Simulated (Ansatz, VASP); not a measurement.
## SnSe2 in VASP and in Ansatz

```
CELL_PARAMETERS angstrom
3.87621 0.00000 0.00000
-1.93810 3.25768 0.00000
0.00000 0.00000 6.14557
ATOMIC_POSITIONS crystal
Sn 0.00000 0.00000 0.00000
Se 0.33333 0.66667 0.25807
Se 0.66667 0.33333 0.74193
```

Change from the starting cell: strain +0.0150 x Voigt [1, -1, 0, 0, 0, 0], atoms carried along.

Alike in both runs: task single point; functional PBEsol; k mesh 12 × 12 × 6; occupations gaussian, width 0.05 eV; no spin polarisation.

|  | VASP | Ansatz |
| --- | --- | --- |
| version | VASP 6.6.1 | Ansatz 0.2.0 |
| potentials or method | VASP PAW PBE potentials, release 64 (Sn_d, Se) | scalar-relativistic, plane waves, PAW |
| plane-wave cutoff (eV) | 520 | 420 |
| valence electrons in the cell | 26 | 46 |

```tsv
	VASP	Ansatz	Ansatz less VASP
gap on the k mesh at the Fermi level (eV)	0.34	0.34	+0.005
least direct gap on the mesh (eV)	0.96	0.97	+0.009
pressure (GPa)	0.2	0.0	-0.11
largest component of the traceless stress (GPa)	1.10	1.10	-0.001
rms of the force components (eV/Å)	0.018	0.014	-0.0038
```

Atom by atom the forces differ by 0.009 eV/Å (rms over components). The two sets of potentials don't hold the same shells in valence.

Caveats: the PAW data sets were made with another functional, which shifts forces and pressure a little (VASP); spin-orbit coupling is left out, which moves the levels of the heavy elements; this functional lacks dispersion, which binds the layers, so the pressure and a relaxed spacing across them are unreliable.
